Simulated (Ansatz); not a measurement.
Consider NaBr in the rock salt structure (space group Fm-3m, No. 225; a = 5.9476 Å). Axes: x, y, z lie along the cube axes.

The values are results of DFT with r2SCAN, PAW potentials and a 500 eV plane-wave cutoff in Ansatz (an electronic-structure program), no spin-orbit coupling, not measurements.

For the base:

Pressure: 0.00 GPa

One thing is altered: tensile biaxial strain of 4.73 % in the plane normal to [001], as in epitaxy on a mismatched substrate; the out-of-plane cell vector and the atoms relax.

Task: Predict the new pressure and out-of-plane strain.

Result: The pressure (mean of the normal stresses, compression positive) goes from zero to -1.20 GPa; the out-of-plane strain is -1.80 %.

No phonon test of stability was made.
